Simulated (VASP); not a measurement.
**MgB2: equation of state with LDA**

The system is MgB2.

```xyz
3
Lattice="3.0410 0.0000 0.0000 -1.5205 2.6336 0.0000 0.0000 0.0000 3.4233" Properties=species:S:1:pos:R:3 pbc="T T T"
Mg    0.0000    0.0000    0.0000
B     1.5205    0.8779    1.7116
B     0.0000    1.7557    1.7116
```

| Item | Value |
| --- | --- |
| Program | VASP 6.6.1 |
| Task | equation of state |
| Functional | LDA |
| Potentials or basis | VASP PAW LDA potentials, release 64 (Mg, B) |
| Cutoff | 520 eV |
| k mesh | 8 × 8 × 8 |
| Occupations | fermi-dirac, width 0.05 eV |
| Spin | no spin polarisation |
| Ladder | gaps |
| Further INCAR settings | ALGO = Normal; EDIFF = 1e-07 |

```json
{
 "Equilibrium volume": "9.14 Å³/atom",
 "Bulk modulus at fixed shape and positions": "168 GPa",
 "Pressure derivative of the bulk modulus": "3.6 (rough: it moves with the points fitted)"
}
```

Energy against volume, from the lowest point:
```tsv
volume (Å³/atom)	energy (meV/atom)
8.773	8.38
8.956	2.09
9.139	0.00
9.321	1.74
9.504	6.99
```

All runs of the series together: 47 s on 1 thread of Intel(R) Xeon(R) Platinum 8488C (Sapphire Rapids), with other jobs on the host.

Caveat: the cell was scaled at fixed shape and fractional positions, which overstates the stiffness of a crystal with free parameters, most of all of layers and chains.
